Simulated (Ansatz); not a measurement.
Cr in Ansatz: convergence with xc grid

Cr:

```
Cr
1.0
     1.14705   -2.46703    0.00000
     1.14705    2.46703    0.00000
     0.00000    0.00000    4.06431
Cr
2
Direct
  0.87053 0.12947 0.75000
  0.12947 0.87053 0.25000
```

This isn't the form of Cr at room conditions, which is bcc.

* Program: Ansatz 0.2.0
* Task: convergence study
* Functional: PBEsol
* Potentials or basis: JTH PAW
* Cutoff: 1230 eV (not typed: the program's choice for these potentials)
* k mesh: 11 × 11 × 6
* Occupations: fermi-dirac, width 0.05 eV
* Spin: collinear spin, ferromagnetic start
* Starting moments: [3.0, 3.0] μB

These are the settings of the first run; the series varies xc grid, with any setting tied to it.

Hardware: 2 threads of Arm Neoverse N1 (shared host).

| xc grid | energy less the tightest run, at zero smearing (meV/atom) | SCF cycles | CPU time (s) | peak memory (GiB) |
| --- | --- | --- | --- | --- |
| 1 | 0.00 | 11 | 79 | 0.69 |
| 2 | 0.00 | 11 | 80 | 0.7 |
| 3 | 0.00 | 11 | 80 | 0.75 |
| 4 | 0.00 | 11 | 81 | 0.83 |
| 5 | 0.00 | 11 | 82 | 0.96 |

Against the tightest run, the energy stays within 1 meV/atom from 1 on. The tightest run that finished is the yardstick and may itself not be fully converged.

Caveat, for the tightest run too: the starting moments collapsed, and a magnetic state may lie lower; the starting moments weren't kept.
